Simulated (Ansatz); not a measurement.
**Co in Ansatz: the effect of target pressure**

Crystal: Co.

```
CELL_PARAMETERS angstrom
2.47200 0.00000 0.00000
-1.23600 2.14081 0.00000
0.00000 0.00000 4.02114
ATOMIC_POSITIONS crystal
Co 0.66667 0.33333 0.75000
Co 0.33333 0.66667 0.25000
```

Alike in all runs:

| Quantity | Value |
| --- | --- |
| Program | Ansatz 0.2.0 |
| Task | relaxation of cell and atoms |
| Functional | r2SCAN |
| Potentials or basis | Ansatz PAW |
| Cutoff | 500 eV (not typed: the program's choice for these potentials) |
| k mesh | 12 × 12 × 7 |
| Occupations | fermi-dirac, width 0.05 eV |
| Spin | collinear spin, ferromagnetic start |
| Starting moments | [2.0, 2.0] μB |

Each run relaxes the cell or the atoms first.

| target pressure | relaxed volume (Å³/atom) | moment (μB) |
| --- | --- | --- |
| 0 GPa | 10.65 | 3.57 |
| 2 GPa | 10.56 | 3.56 |
| 5 GPa | 10.43 | 3.53 |
| 10 GPa | ? | ? |
| 20 GPa | 9.88 | 3.39 |
| 30 GPa | 9.59 | 3.35 |

**Question.** What does the run with target pressure 10 GPa give?

**Answer.** Relaxed volume 10.23 Å³/atom; moment 3.47 μB.

Worked out: In Murnaghan's law V^(-B') rises as a straight line in P. The other rows fit best with B' = 4.3, V0 = 10.65 Å³/atom and B0 = 226 GPa, which gives 10.23 Å³/atom at 10 GPa, against the run's 10.23. A parabola through the other rows of the moment, of slope -0.00913 μB per GPa there, gives 3.47 μB, against the run's 3.47.

Caveats: the magnetic or orbital state may not be the lowest; the plane-wave basis is chosen anew once the cell has moved, so the energies of steps on either side of that aren't comparable; the PAW data sets come from PBE, with cores solved anew for the run's functional, which leaves a small shift of forces and pressure.
